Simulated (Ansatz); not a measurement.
# AlP: the cost of one run

Computed with Ansatz 0.2.0 (DFT LDA, scalar-relativistic, plane waves, PAW, unless a step's input says otherwise).

The COD entry's cell or inner coordinates are ideal or old and differ from later refinements, so a difference from it is no clean test against experiment.

2 further runs of the same task are left out: 2 set aside as unsound or not needed.

### 1 The system as given

It takes space group F-43m (No. 216, cubic). Conventional cell: a = 5.434 Å, b = 5.434 Å, c = 5.434 Å, α = 90.00°, β = 90.00°, γ = 90.00°. Al (site symmetry -43m) has 4 P at 2.35 Å as nearest neighbours. Around P (site symmetry -43m) lie 4 Al at 2.35 Å.

As a file:

```cif
data_structure
_symmetry_space_group_name_H-M 'F-43m'
_symmetry_Int_Tables_number 216
_cell_length_a 5.4340
_cell_length_b 5.4340
_cell_length_c 5.4340
_cell_angle_alpha 90.000
_cell_angle_beta 90.000
_cell_angle_gamma 90.000
_cell_volume 160.45
loop_
_atom_site_label
_atom_site_type_symbol
_atom_site_symmetry_multiplicity
_atom_site_Wyckoff_symbol
_atom_site_fract_x
_atom_site_fract_y
_atom_site_fract_z
_atom_site_occupancy
Al1 Al 4 a 0.00000 0.00000 0.00000 1
P1 P 4 d 0.25000 0.25000 0.75000 1
```

This cell was relaxed beforehand with the same method: volume 20.06 Å³/atom, gap on the mesh 1.42 eV.

### 2 Phonons at the zone centre

input.yaml

```yaml
crystal:
  lattice:
    - [0.0, 2.7169780631, 2.7169780631]
    - [2.7169780631, 0.0, 2.7169780631]
    - [2.7169780631, 2.7169780631, 0.0]
  atoms:
    - { symbol: Al, position: [0.0, 0.0, 0.0] }
    - { symbol: P, position: [0.25, 0.25, 0.25] }
basis:
  ecutwfc: 420
kpoints:
  mp_grid: { grid: [8, 8, 8] }
hamiltonian:
  xc: lda
scf:
  occupations: { method: fixed }
output:
  eigenvalues: true
phonons:
  method: dfpt
  dielectric: true
  rigid_motions: translations
  eigenvectors: true
```

On the command line:

```sh
ansatz run input.yaml --threads 1 --pin off --max-ram 2560MiB --backend cpu --events-out ev --progress --plain --runs-dir out
```

Q: Estimate wall time and peak memory on 1 thread of an Arm CPU, shared host.

About 39 s, with a peak of 0.39 GiB.
